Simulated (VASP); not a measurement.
Here is a VASP 6.6.1 calculation.

INCAR

```
PREC = Accurate
ENCUT = 520
EDIFF = 1E-7
ISMEAR = 0
SIGMA = 0.05
LREAL = False
LASPH = True
NELM = 100
ALGO = Normal
ISIF = 2
LWAVE = False
LCHARG = False
GGA = PS
NBANDS = 16
```

KPOINTS

```
Automatic mesh
0
Gamma
  9 9 4
```

File POSCAR:

```
MgS
1.0
    4.0898980757      0.0000000000      0.0000000000
   -2.0449490378      3.5419556324      0.0000000000
    0.0000000000      0.0000000000      6.2596019996
Mg S
2 2
Direct
    0.6666666667      0.3333333333      0.4957548500
    0.3333333333      0.6666666667      0.9957548500
    0.3333333333      0.6666666667      0.3792441500
    0.6666666667      0.3333333333      0.8792441500
```

Potentials or basis: VASP PAW PBE potentials, release 64 (Mg, S).

The run is started by

```sh
$ cat potpaw_PBE.64/Mg/POTCAR potpaw_PBE.64/S/POTCAR > POTCAR
$ mpirun -np 1 vasp_std > vasp.out
```

Task: Predict the band gap on the k mesh.

Result: 3.20 eV, direct.

Task: Estimate the pressure.

Result: -0.4 GPa.

Task: What does it give for the largest force?

Result: 0.289 eV/Å.

Forces on the atoms (eV/Å):
```
Mg   0.000  0.000 -0.289
Mg   0.000  0.000 -0.289
S    0.000  0.000  0.289
S    0.000  0.000  0.289
```

Caveat: the PAW data sets were made with another functional, which shifts forces and pressure a little.
